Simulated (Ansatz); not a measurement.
Computed with DFT PBE, scalar-relativistic, plane waves, PAW in Ansatz 0.2.0. Settings: cutoff 420 eV, Γ-centred meshes spaced at most about 0.3 Å⁻¹, and about 0.25 Å⁻¹ or finer for metals (2π included), Gaussian smearing. No spin polarisation.

All energies are static (0 K, no zero-point motion).

Two forms of In₃SbAs₂ were relaxed alike.

A.

Space group P6_3mc (No. 186). a = 4.472 Å, b = 4.472 Å, c = 22.062 Å, α = 90.00°, β = 90.00°, γ = 120.00°
| atom | site | symmetry | x | y | z |
| --- | --- | --- | --- | --- | --- |
| In | 2b | 3m. | 0.6667 | 0.3333 | 0.1606 |
| In | 2b | 3m. | 0.6667 | 0.3333 | 0.5000 |
| In | 2b | 3m. | 0.6667 | 0.3333 | 0.8402 |
| Sb | 2b | 3m. | 0.6667 | 0.3333 | 0.2908 |
| As | 2b | 3m. | 0.6667 | 0.3333 | 0.6222 |
| As | 2b | 3m. | 0.6667 | 0.3333 | 0.9617 |

B.

Space group P4/nmm:1 (No. 129). a = 5.534 Å, b = 5.534 Å, c = 10.292 Å, α = 90.00°, β = 90.00°, γ = 90.00°
| atom | site | symmetry | x | y | z |
| --- | --- | --- | --- | --- | --- |
| In | 4f | 2mm. | 0.0000 | 0.0000 | 0.6815 |
| In | 2a | -4m2 | 0.0000 | 0.0000 | 0.0000 |
| Sb | 2c | 4mm | 0.5000 | 0.0000 | 0.5585 |
| As | 2c | 4mm | 0.5000 | 0.0000 | 0.9623 |
| As | 2c | 4mm | 0.5000 | 0.0000 | 0.2102 |

Question: Which would you expect to be lower, and how large is the difference?

Answer: A is lower, by 182 meV/atom. A has Sb and As ordered on wurtzite sites, space group P6_3mc (No. 186), 31.8 Å³/atom and no gap on its mesh; B has space group P4/nmm (No. 129), 26.3 Å³/atom and no gap. Counting As or Sb atoms around In (for each partner element, those within 1.25 times its shortest distance or 1.15 times the sum of covalent radii, where it is the nearest in units of that sum or under 1.3; a plus sign parts groups by distance over the sum of covalent radii; a slash parts the counts of unlike sites), A has In 4 and B has In 4/4+2. B holds As–As pairs (shortest 2.55 Å); in A the shortest As–As distance is 4.38 Å. In A, In on its first site has 3 As at 2.72 Å and 1 Sb at 2.87 Å; Sb has 4 In at 2.80–2.87 Å; around As on its first site lie 4 In at 2.70–2.72 Å; 3 more sites not described. In B, In on a site of symmetry 2mm has 2 As at 2.98 Å, 2 Sb at 3.04 Å, 1 In at 3.28 Å and 2 Sb at 3.71 Å; around Sb lie 4 In at 3.04 Å; As on its first site has 1 As at 2.55 Å and 4 In at 2.79 Å; 2 more sites not described. Both come from invented guesses. Shaken at random and relaxed again, A came back. The lowest form computed isn't among them: it has Sb and As ordered on zinc blende sites, space group P3m1 (No. 156), 31.9 Å³/atom and lies 10 meV/atom below the best shown.

No dispersion correction is applied, so the spacing and binding between layers, chains or molecules are poorly described (P4/nmm), and this can change margins and order among such cells. These runs have no spin–orbit coupling, which can matter for Sb. The zero gap of P6_3mc may come from the functional, which often closes small gaps. Cells without such a test can be saddle points. Some structure types and database cells were kept out of the candidates from the start, so a known form may be missing.
